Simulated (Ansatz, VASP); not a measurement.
**One calculation of Re, two programs**

File INCAR:

```
ALGO = Fast ; EDIFF = 1E-7
EDIFFG = -0.01 ; ENCUT = 600
GGA = PE ; IBRION = 2
ISIF = 3 ; ISMEAR = -1
IVDW = 12 ; LASPH = True
LCHARG = False ; LREAL = False
LWAVE = False ; NELM = 80
NSW = 60 ; PREC = Accurate
SIGMA = 0.05
```

File KPOINTS:

```
k-points
0
Gamma
  11 11 3
```

File POSCAR:

```
Re
1.0
    2.7663873939      0.0000000000      0.0000000000
   -1.3831936969      2.3957617598      0.0000000000
    0.0000000000      0.0000000000      8.9388451600
Re
4
Direct
    0.6666666667      0.3333333333      0.7500000000
    0.0000000000      0.0000000000      0.5000000000
    0.3333333333      0.6666666667      0.2500000000
    0.0000000000      0.0000000000      0.0000000000
```

The input input.yaml:

```yaml
crystal:
  lattice:
    - [2.7663873939, 0.0, 0.0]
    - [-1.3831936969, 2.3957617598, 0.0]
    - [0.0, 0.0, 8.93884516]
  atoms:
    - { symbol: Re, position: [0.6666666667, 0.3333333333, 0.75] }
    - { symbol: Re, position: [0.0, 0.0, 0.5] }
    - { symbol: Re, position: [0.3333333333, 0.6666666667, 0.25] }
    - { symbol: Re, position: [0.0, 0.0, 0.0] }
hamiltonian:
  xc: pbe
  pseudopotentials: { kind: paw }
  dispersion: d3bj
kpoints:
  mp_grid: { grid: [11, 11, 3] }
scf:
  occupations: { method: fermi_dirac, width: 0.05 }
output:
  forces: true
  stress: true
  write_density: true
  write_potential: true
  elf: true
  volumetric_format: npy
relax:
  f_tol: 0.01
  max_steps: 40
  cell: { stress_tol: 0.05 }
```

Alike in both runs: task relaxation of cell and atoms; functional PBE; dispersion D3(BJ); k mesh 11 × 11 × 3; occupations fermi-dirac, width 0.05 eV; no spin polarisation.

```csv
,VASP,Ansatz
version,VASP 6.6.1,Ansatz 0.2.0
potentials or method,"VASP PAW PBE potentials, release 64 (Re)",Ansatz PAW
plane-wave cutoff (eV),600,420
valence electrons in the cell,28,60
```

Ansatz gave:

```
gap on the k mesh at the Fermi level, each at its own relaxed structure (eV) : none
relaxed volume (Å³/atom)                                                     : 14.66
relaxed cell length with the largest relative difference (Å)                 : 8.913
energy change over the relaxation (meV/atom)                                 : -2
```

Question: Which values does VASP return?

Answer: gap on the k mesh at the Fermi level, each at its own relaxed structure (eV): none; relaxed volume (Å³/atom): 14.65; relaxed cell length with the largest relative difference (Å): 8.909; energy change over the relaxation (meV/atom): -2.

A gap of «none» marks a metal or a gap that the smearing closes. The two sets of potentials don't hold the same shells in valence.

Caveats: the bands computed are all filled at some k points, so no gap is given (VASP); the plane-wave basis is chosen anew once the cell has moved, so the energies of steps on either side of that aren't comparable (Ansatz); pairwise dispersion overbinds metals, which lowers pressure and volume (Ansatz). Spin-orbit coupling is left out, which matters for the levels of Re.
